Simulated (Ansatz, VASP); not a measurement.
## Pb in VASP and in Ansatz

```
Pb
1.0
     0.00000    2.47502    2.47502
     2.47502    0.00000    2.47502
     2.47502    2.47502    0.00000
Pb
1
Direct
  0.00000 0.00000 0.00000
```

Alike in both runs: task single point; functional PBE; k mesh 6 × 6 × 6; occupations fermi-dirac, width 0.02 eV; no spin polarisation.

|  | VASP | Ansatz |
| --- | --- | --- |
| version | VASP 6.6.1 | Ansatz 0.2.0 |
| potentials or method | VASP PAW PBE potentials, release 64 (Pb_d), cutoff 520 eV | all-electron LAPW, scalar-relativistic |

```csv
,VASP,Ansatz,Ansatz less VASP
gap on the k mesh at the Fermi level (eV),none,none,-
pressure (GPa),3.2,3.3,+0.09
```

A gap of «none» marks a metal or a gap that the smearing closes. Ansatz ran all-electron here, so the differences hold the error of VASP's frozen core and of both bases.

Caveats: the k mesh is coarse (spacing up to 0.37 Å⁻¹), so the values aren't converged; the k mesh is thin for a metal, which can move the energy by tens of meV per atom (Ansatz). The runs have no spin-orbit coupling, so splittings on Pb are missing.
